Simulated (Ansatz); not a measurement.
# Guessed and relaxed cells of GaAs

A trial structure of GaAs was built thus: random cell by space group and Wyckoff sites (R-3m, No. 166). The dimensions are guesses.

POSCAR.start

```
Ga As
1.0
     2.74967    1.58752    4.75503
    -2.74967    1.58752    4.75503
     0.00000   -3.17505    4.75503
Ga As
3 3
Direct
  0.25000 0.25000 0.25000
  0.75000 0.75000 0.75000
  0.00000 0.00000 0.00000
  0.50000 0.50000 0.00000
  0.00000 0.50000 0.50000
  0.50000 0.00000 0.50000
```

All numbers below come from Ansatz 0.2.0, DFT PBE, scalar-relativistic, plane waves, PAW. Cutoff 420 eV, Gaussian smearing, Γ-centred meshes. Cell and atoms relax first on a coarse mesh and then on a finer one. In between, the cell is made exact in the group found at 0.06 Å. In metals the finer mesh still leaves noise of several meV/atom or more. The steps can't lower the symmetry of their start. No spin polarisation.

POSCAR.end

```
Ga As
1.0
     2.87962    1.66255    4.77020
    -2.87962    1.66255    4.77020
     0.00000   -3.32510    4.77020
Ga As
3 3
Direct
  0.18532 0.18532 0.18532
  0.81468 0.81468 0.81468
  0.00000 0.00000 0.00000
  0.50000 0.50000 0.00000
  0.00000 0.50000 0.50000
  0.50000 0.00000 0.50000
```

The symmetry stays R-3m (No. 166). The volume per atom grows by 10.0 %, from 20.8 to 22.8 Å³. The shortest distance goes from 1.98 Å (Ga–As) to 2.65 Å (Ga–Ga). The energy falls by about 2.1 eV/atom (the start's value is from the coarse mesh).

```yaml
Volume_per_atom: 22.84 Å³
Density: 5.26 g/cm³
Formation_energy: +0.21 eV/atom
Gap_on_the_12×12×12_mesh_of_the_6-atom_cell: 0 eV (a metal)
```

Formation energies are uncorrected and refer to the elements' standard structures at the same level. The separate elements lie lower, so it is unstable against them.

The last run used Gaussian smearing of 0.10 eV. The reference form of As is held partly by dispersion forces, which this level lacks. A structure relaxed within its symmetry needn't be a true minimum. In all, the 3 runs took 11 min on 1 thread of Arm Neoverse V2, on a shared host. Another cell of GaAs relaxed alike, in F-43m (a cell as deposited in COD), lies 0.57 eV/atom lower, so this cell isn't the stable form at this level.
